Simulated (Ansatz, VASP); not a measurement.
# Li16HF15 (U centre (hydride ion on a halide site) in LiF): VASP beside Ansatz

Wanted: the spread between two codes on one cell, functional and k mesh. The cell is taken from a series of runs on this material, whose earlier steps may have relaxed, scaled, displaced or heated it; both programs get it as it stands.

Calculated with Ansatz 0.2.0; plane waves, with VASP 6.6.1 beside it; single point at HSE06.

## Step 1: The starting structure

The cell holds 32 atoms: 16 Li, 15 F and 1 H. Its edges and angles: a = 7.044 Å, b = 7.044 Å, c = 7.044 Å, α = 109.5°, β = 109.5°, γ = 109.5°. It derives from LiF (LiF (Fm-3m)). Nearest the centre at fractional (0.500, 0.500, 0.500): H32 at 0.28 Å, Li6 at 2.05 Å, Li10 at 2.05 Å, Li12 at 2.05 Å, Li16 at 2.05 Å, Li15 at 2.05 Å, Li7 at 2.05 Å, F18 at 2.88 Å.

## Step 2: Ansatz: single point, HSE06

Ansatz runs on its default PAW (the set named soft_2) files.

A single point gives forces, pressure and levels at one fixed geometry, so differences don't come from the geometry; what else differs is listed under the comparison.

The input, input.yaml:

```yaml
crystal:
  lattice:
    - [-4.06712875, 4.06712875, 4.06712875]
    - [4.06712875, -4.06712875, 4.06712875]
    - [4.06712875, 4.06712875, -4.06712875]
  atoms:
    - { symbol: Li, position: [0.0, 0.0, 0.0] }
    - { symbol: Li, position: [0.0, 0.25, 0.75] }
    - { symbol: Li, position: [0.0, 0.5, 0.5] }
    - { symbol: Li, position: [0.0, 0.75, 0.25] }
    - { symbol: Li, position: [0.25, 0.0, 0.75] }
    - { symbol: Li, position: [0.247668018, 0.247668018, 0.5] }
    - { symbol: Li, position: [0.246912176, 0.499178043, 0.247601904] }
    - { symbol: Li, position: [0.25, 0.75, 0.0] }
    - { symbol: Li, position: [0.5, 0.0, 0.5] }
    - { symbol: Li, position: [0.5, 0.247668018, 0.247668018] }
    - { symbol: Li, position: [0.5, 0.5, 0.0] }
    - { symbol: Li, position: [0.5, 0.752331982, 0.752331982] }
    - { symbol: Li, position: [0.75, 0.0, 0.25] }
    - { symbol: Li, position: [0.75, 0.25, 0.0] }
    - { symbol: Li, position: [0.752331982, 0.5, 0.752331982] }
    - { symbol: Li, position: [0.752331982, 0.752331982, 0.5] }
    - { symbol: F, position: [0.0, 0.0, 0.5] }
    - { symbol: F, position: [-0.000379202, 0.249810399, 0.249810399] }
    - { symbol: F, position: [0.0, 0.5, 0.0] }
    - { symbol: F, position: [0.000379202, 0.750189601, 0.750189601] }
    - { symbol: F, position: [0.249810399, -0.000379202, 0.249810399] }
    - { symbol: F, position: [0.249810399, 0.249810399, -0.000379202] }
    - { symbol: F, position: [0.249810399, 0.5, 0.750189601] }
    - { symbol: F, position: [0.249810399, 0.750189601, 0.5] }
    - { symbol: F, position: [0.5, 0.0, 0.0] }
    - { symbol: F, position: [0.5, 0.249810399, 0.750189601] }
    - { symbol: H, position: [0.534811812, 0.537856851, 0.503045039] }
    - { symbol: F, position: [0.5, 0.750189601, 0.249810399] }
    - { symbol: F, position: [0.750189601, 0.000379202, 0.750189601] }
    - { symbol: F, position: [0.750189601, 0.249810399, 0.5] }
    - { symbol: F, position: [0.750189601, 0.5, 0.249810399] }
    - { symbol: F, position: [0.750189601, 0.750189601, 0.000379202] }
basis:
  ecutwfc: 420
  xc_grid: 2
hamiltonian:
  xc: hse06
kpoints:
  mp_grid: { grid: [1, 1, 1] }
scf:
  occupations: { method: fermi_dirac, width: 0.01 }
  max_iter: 120
output:
  forces: true
checkpoint:
  read: "../relax.run"
```

On the command line:

```sh
> ansatz run input.yaml --threads 2 --pin off --max-ram 3768MiB --backend cpu --events-out ev --progress --plain --runs-dir out
```

Numbers of over 12 decimals in the logs are rounded to 6 here.

Log:

```text
Warning: checkpoint.read: the run can stay near the saved state's solution: 2 site(s) moved relative to the saved geometry (max |Δs| = 3.786e-2 fractional); the SCF starts from the saved state under `checkpoint.density_extrapolation: transplant`, in force with no word given; its orbitals are not used off its sites. A run without `checkpoint.read` takes nothing of the state. A lower free energy from it at the same positions (and U, V and field ramp, if any) shows a solution that this start missed, and an equal or higher one rules none out (checkpoint.read, Limitations, in the input reference)
exact exchange: scf.exx.singularity resolves to wigner_seitz, which cuts the screened interaction at the faces of the exchange supercell's Wigner-Seitz cell, so that each pair interacts once, at the shortest of its separations (the periodic images that this leaves out come, for a point-like exchange hole, to about 0.205 eV on a filled level). The cut falls within the interaction's reach, and what an exchange supercel [...]
Engine: ansatz 0.2.0, x86_64-unknown-linux-gnu
Pseudopotentials: kind: paw
Pseudopotential: Li, paw, valence charge 3, recommended cutoff 420 eV (normal), Li.paw.azcp
Pseudopotential: F, paw, valence charge 7, recommended cutoff 420 eV (normal), F.paw.azcp
Pseudopotential: H, paw, valence charge 1, recommended cutoff 420 eV (normal), H.paw.azcp
Functional definition: HSE06
  parameter a = 0.25
  parameter omega = 0.11/bohr
  exchange = pbe_x - a*pbe_x_sr(omega) + a*exact_x_sr(omega)
  correlation = pbe_c
Crystal: 32 atoms, lattice volume = 269.106 Å³
Basis set: ecut = 420 eV, 5281 PW (Γ), exchange–correlation on 96×96×96 points (8 copies of the dense FFT grid, shifted against one another)
Bands: 109, of which v1, the nominal top of the filled ones, is band 77 counted from 1 (76 counted from 0)
Symmetry: 1 space group operations
Space group: P1 (ITA 1), of the structure as read, at distance tolerance 6.5e-5 Å
k-points: 1
Non-local potential: Li, projectors of the file, l = 0: 3, l = 1: 2, l = 2: 1
Non-local potential: F, projectors of the file, l = 0: 2, l = 1: 2, l = 2: 1
Non-local potential: H, projectors of the file, l = 0: 2, l = 1: 1
PAW form: soft (Blöchl's): semilocal exchange-correlation on the pseudo side does not see the compensation charge
PAW frozen core: F, regenerated for the run's functional, and the local potential with it (the file was generated under x = pbe(κ = 0.804, μ = 0.219515), c = pbe(β = 0.066725))
PAW one-centre angular grid: Li, 110 points (default); XC on 96 Gauss nodes
PAW one-centre angular grid: F, 110 points (default); XC on 64 Gauss nodes
PAW one-centre angular grid: H, 110 points (default); XC on 64 Gauss nodes
Initial density: read from a saved state, or passed on in memory by an earlier SCF of this step, an earlier step, the calling program or the single point that the run made first, carried with its atoms to this geometry
Initial wavefunctions: pseudopotential atomic-orbital guess
Functional: x = pbe(κ = 0.804, μ = 0.219515), c = pbe(β = 0.066725), warm-up for x = pbe(κ = 0.804, μ = 0.219515) + 0.25 (exact − pbe) at short range (hse, ω = 0.207870 Å⁻¹), c = pbe(β = 0.066725); HSE06 as pw.x's `hse` composes it (authors' and Libxc's form: `xc: wpbeh`)
iter 1 solved again at ethr=3.32e-4 eV; its pass at ethr=1.00e-1 eV (dr2=5.11e-1 eV) is discarded
SCF iter   1: F=—  HF=-15463.796764 eV  |F-HF|=—  |Δ(HF+E_count)|=         —  Δρ=1.33e-2  dr2=5.05e-1  ethr=3.32e-4  ⟨swp⟩=10.0  Hψ=686  notcnv=0
preconditioner: auto → none  [insulator: Δε(μ)=7.257 eV  Ē_g=19.343 eV  σ=0.010 eV  W_gap=1.00  n_scr=78 (ndim 8)  ℏωp=25.0 eV  f_vac=0.000  D(μ)=0.00/eV (n_scr^D=0)]
SCF iter   2: F=—  HF=-15463.655025 eV  |F-HF|=—  |Δ(HF+E_count)|=   1.42e-1  Δρ=5.64e-3  dr2=6.07e-2  ethr=3.28e-4  ⟨swp⟩=5.0  Hψ=247  notcnv=0
iter 3 solved again at ethr=1.09e-6 eV; its pass at ethr=3.94e-5 eV (dr2=1.67e-3 eV) is discarded
SCF iter   3: F=-15463.640863 eV  HF=-15463.641187 eV  |F-HF|=3.24e-4  |Δ(HF+E_count)|=   1.38e-2  Δρ=9.52e-4  dr2=1.51e-3  ethr=1.09e-6  ⟨swp⟩=6.0  Hψ=510  notcnv=0
eigensolver tolerance schedule: the retry pair's looser diagonalisation over-reported the residual by 0.11 of it (diagonalisation noise at 0.11 of the residual, at the tolerance the schedule requests for it); recorded, not acted on — ethr = c·dr2/N_el stays at c = 1.0e-1
SCF 1 stopped early in 3 iterations: F = -15463.640863 eV  dr2 = 1.51e-3
  greatest PAW one-centre occupation: 1.000 electrons in one spin orbital (limit 2), on the Li atom at site 15 (counted from 0), in its partial waves of l = 0
Initial density: handed on by an earlier stage of this run
Initial wavefunctions: those handed on with the density
Functional: x = pbe(κ = 0.804, μ = 0.219515) + 0.25 (exact − pbe) at short range (hse, ω = 0.207870 Å⁻¹), c = pbe(β = 0.066725); HSE06 as pw.x's `hse` composes it (authors' and Libxc's form: `xc: wpbeh`)
Exchange kernel: α = 0.2500, screened, ω = 0.2079 Å⁻¹, Wigner–Seitz truncation, v(0) = 647.5240 eV·Å³, q-mesh 1×1×1, nearest image of the exchange supercell L = 7.04 Å, pair-density grid 30×30×30, without the augmentation charges, whose exchange is taken in its separable form (sized by the pseudopotential files, 40×40×40 at the most)
Frozen-core exchange: fock
[...]
SCF iter   3: F=—  HF=-15462.913931 eV  |F-HF|=—  |Δ(HF+E_count)|=   3.45e-2  Δρ=1.51e-3  dr2=5.20e-3  ethr=5.82e-6  ⟨swp⟩=4.0  Hψ=266  notcnv=0
SCF iter   4: F=—  HF=-15462.912324 eV  |F-HF|=—  |Δ(HF+E_count)|=   1.61e-3  Δρ=3.98e-4  dr2=5.22e-4  ethr=3.28e-6  ⟨swp⟩=2.0  Hψ=199  notcnv=0
SCF iter   5: F=—  HF=-15462.912238 eV  |F-HF|=—  |Δ(HF+E_count)|=   8.54e-5  Δρ=5.67e-5  dr2=6.52e-5  ethr=2.45e-7  ⟨swp⟩=3.0  Hψ=243  notcnv=0
SCF iter   6: F=—  HF=-15462.912643 eV  |F-HF|=—  |Δ(HF+E_count)|=   4.05e-4  Δρ=2.00e-4  dr2=7.34e-5  ethr=2.25e-9  ⟨swp⟩=5.0  Hψ=349  notcnv=0
SCF iter   7: F=-15462.912579 eV  HF=-15462.912619 eV  |F-HF|=3.98e-5  |Δ(HF+E_count)|=   2.41e-5  Δρ=2.29e-5  dr2=2.56e-6  ethr=2.25e-9  ⟨swp⟩=4.0  Hψ=293  notcnv=0
SCF 2 stopped early in 7 iterations: F = -15462.912579 eV  dr2 = 2.56e-6
  Residual-converged pass: ⟨swp⟩=3.0  Hψ=192  notcnv=0  max |occ|·‖R‖ = 5.7e-6 eV (tolerance 6.7e-6 eV)  dr2=2.55e-6  dr2_onsite=1.01e-7  max |Δocc| = 0.0e0
  greatest PAW one-centre occupation: 0.999 electrons in one spin orbital (limit 2), on the Li atom at site 15 (counted from 0), in its partial waves of l = 0
hybrid outer 1: dexx = +4.047e-2 eV, tail = 6.62e-5 eV
Exchange kernel: α = 0.2500, screened, ω = 0.2079 Å⁻¹, Wigner–Seitz truncation, v(0) = 647.5240 eV·Å³, q-mesh 1×1×1, nearest image of the exchange supercell L = 7.04 Å, pair-density grid 30×30×30, without the augmentation charges, whose exchange is taken in its separable form (sized by the pseudopotential files, 40×40×40 at the most)
Frozen-core exchange: fock
SCF iter   1: F=—  HF=-15462.913644 eV  |F-HF|=—  |Δ(HF+E_count)|=         —  Δρ=5.51e-5  dr2=5.59e-6  ethr=2.15e-7  ⟨swp⟩=3.0  Hψ=260  notcnv=0
preconditioner: auto → none  [insulator: Δε(μ)=8.585 eV  Ē_g=22.254 eV  σ=0.010 eV  W_gap=1.00  n_scr=78 (ndim 8)  ℏωp=25.0 eV  f_vac=0.000  D(μ)=0.00/eV (n_scr^D=0)]
SCF iter   2: F=—  HF=-15462.913644 eV  |F-HF|=—  |Δ(HF+E_count)|=   4.87e-7  Δρ=1.72e-5  dr2=2.49e-7  ethr=2.96e-9  ⟨swp⟩=4.0  Hψ=241  notcnv=0
SCF iter   3: F=—  HF=-15462.913644 eV  |F-HF|=—  |Δ(HF+E_count)|=   6.90e-7  Δρ=5.32e-6  dr2=4.82e-8  ethr=9.86e-11  ⟨swp⟩=4.0  Hψ=257  notcnv=0
SCF iter   4: F=—  HF=-15462.913644 eV  |F-HF|=—  |Δ(HF+E_count)|=   7.92e-9  Δρ=3.49e-6  dr2=2.74e-8  ethr=2.59e-11  ⟨swp⟩=4.0  Hψ=270  notcnv=0
SCF iter   5: F=-15462.913644 eV  HF=-15462.913644 eV  |F-HF|=1.33e-9  |Δ(HF+E_count)|=   5.65e-9  Δρ=9.91e-7  dr2=1.75e-9  ethr=1.24e-11  ⟨swp⟩=3.0  Hψ=198  notcnv=0
SCF 3 converged in 5 iterations: F = -15462.913644 eV  dr2 = 1.75e-9
  Residual-converged pass: ⟨swp⟩=3.0  Hψ=188  notcnv=0  max |occ|·‖R‖ = 1.2e-6 eV (tolerance 1.8e-6 eV)  dr2=1.61e-9  dr2_onsite=1.22e-10  max |Δocc| = 0.0e0
hybrid outer 2: dexx = +8.040e-7 eV, tail = 2.17e-8 eV, Δε = 1.06e-3 eV (about 2.00e-5 eV left of the loop's levels), ΔF = 3.04e-3 eV/Å (tail 3.10e-4)
hybrid SCF converged: 2 outer / 12 inner (+3 warm-up), last move |dexx| = 8.04e-7 eV, tail = 2.17e-8 eV
Stability not checked: this state was not tested for a lower state beside it, because the functional holds exact exchange (a hybrid, or Hartree-Fock), whose exchange loop this test does not read (fock_operator; see scf.lower_state_search)
Free energy (F): -15462.913645 eV
Frozen-core exchange: fock
Harris-Foulkes:  -15462.913645 eV  (|F-HF|=1.33e-9)
Internal energy: -15462.913645 eV  (E = F + TS)
E sigma→0 (E₀):  -15462.913645 eV
Fermi energy:    5.990125 eV
--- Per-component energies (eV) ---
  E_band       = -2289.034797
  E_kinetic    = 3517.948400
  E_local      = -10237.472573  (includes V_loc(G=0)·N_el)
  E_nonlocal   = 552.312294
  E_hartree    = 3637.763264
  E_xc         = -1121.557462
  E_vxc        = -1426.322862  (∫ρ·V_xc dr)
  E_exx        = -588.434257  (= α·E_x^exact, valence–valence)
  E_paw        = -3039.045552  (= ΣΔE_a)
  E_vpaw       = -794.191975  (= ΣTr[D̂ρ^β])
  E_aug_tail   = 0.032231  (compensation charges beyond the density's cutoff)
  E_ewald      = -8184.007027
  E_core_change = -0.452968  (= ΣΔE_core)
  E_smearing   = -0.000000  (= −TS)
  E_closure    = 0.000005  (closes the sum)
  Σ components = -15462.913645   (vs F -15462.913645, Δ=0.00e0)
--- Forces (eV/Å), atoms counted from 1 ---
  atom   1  Li    -0.06093883    -0.06066160    -0.02093620
  atom   2  Li    -0.00160159    -0.00035061    -0.03824828
  atom   3  Li     0.05814330    -0.05082830    -0.01055146
  atom   4  Li     0.00150808     0.00030574    -0.03709640
  atom   5  Li    -0.00369988    -0.00154134    -0.03828372
  atom   6  Li     0.00889185     0.00367696    -0.10988511
  atom   7  Li     0.01177351     0.00000794     0.13526102
  atom   8  Li    -0.00272873     0.00371022    -0.00058125
  atom   9  Li    -0.06082091     0.06063016    -0.02084694
  atom  10  Li    -0.00317973     0.00039904     0.11571950
  atom  11  Li     0.05803495     0.05080131    -0.01047247
  atom  12  Li    -0.00283721    -0.00021965     0.11650560
  atom  13  Li    -0.00332153     0.00153756    -0.04259777
  atom  14  Li    -0.00387921    -0.00379728    -0.00062302
  atom  15  Li     0.01007618    -0.00091934     0.11585544
  atom  16  Li     0.00744346    -0.00337466     0.18750159
  atom  17  F      0.00037300    -0.00001653     0.07868078
  atom  18  F     -0.00162295     0.11247169     0.07801512
  atom  19  F     -0.00000194     0.00009828    -0.00060345
  atom  20  F     -0.00324143     0.14230928     0.09652945
  atom  21  F      0.11944776    -0.00188569     0.08639983
  atom  22  F      0.01135966     0.01467585    -0.02734036
  atom  23  F     -0.10903106    -0.00158384     0.06897090
  atom  24  F      0.00364074    -0.00710490    -0.02932811
  atom  25  F      0.00675562    -0.00000400     0.00472358
  atom  26  F     -0.00117741    -0.11254556     0.07730213
  atom  27  H     -0.07341969     0.00010268    -1.01864775
  atom  28  F     -0.00367081    -0.14191481     0.09720383
  atom  29  F      0.15553982     0.00183539     0.11186839
  atom  30  F      0.01114195    -0.01459731    -0.02229387
  atom  31  F     -0.13267071     0.00153955     0.08222585
  atom  32  F      0.00372259     0.00721467    -0.02428793
  max |Σ_I F_I| component: 1.39e-4 eV/Å
--- Band table (eV) ---
  k-point 0: bands = [... 73 lower, -1.2275, -1.2267, -1.2233, 1.6976, 10.2826]
  guard bands above this table: 31 of the run's 109 bands. The solve was not asked for them (output.publish_guard_bands: true or output.eigenvalues: true publishes all)
```

Reading the cycles: dr2 is the Hartree energy of the density residual (eV), the measure of convergence; HF is the Harris–Foulkes estimate of the energy, which meets the free energy F at convergence.

(Continued in part 2 of 2.)

[Lines on the potential files, build, host, timing and source positions are cut from VASP's logs without a mark.]

[Logs are printed without paths, hosts, clocks, repeated set-up lines and the standing remarks that a program may print on its own settings, such as how far it seeks lower states.]

[Hosts, paths, dates, database ids (printed as entryN), source tags and the programs' standing remarks are cut or masked in the printed files.]
